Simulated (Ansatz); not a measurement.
## Choice of functional: N

```
N
1.0
     3.62900    0.00000    0.00000
    -1.81450    3.14281    0.00000
     0.00000    0.00000    5.89000
N
2
Direct
  0.33333 0.66667 0.25000
  0.66667 0.33333 0.75000
```

Atom numbers follow the list: N1, N2.

The cell comes from COD entry 1539196, which wasn't checked; take it as a given geometry.

One fixed cell is solved with several functionals by PAW (frozen-core files) in Ansatz 0.2.0, scalar-relativistically. A positive pressure means that the functional wants a larger cell.

The PAW files were made with PBE; their cores are remade for each functional.

Sampling and basis: a Γ-centred 10×10×5 k mesh, Fermi–Dirac smearing of 0.02 eV, cutoff 420 eV, no spin polarisation.

Cutoffs: PBE 420 eV, LDA 420 eV, PBEsol 420 eV, r²SCAN 500 eV.

| setting | P (GPa) | lowest level at Γ above −25 eV, from the valence-band top or, without a gap, the Fermi level (eV) |
| --- | --- | --- |
| PBE | ? | -11.96 |
| LDA | -8.52 | -11.66 |
| PBEsol | -7.72 | -11.89 |
| r²SCAN | ? | -12.88 |

(1) What belongs in the row "PBE", column "P (GPa)"?

(2) Fill in "P (GPa)" for the row "r²SCAN".

Results:

(1) -7.20.

(2) -8.14.
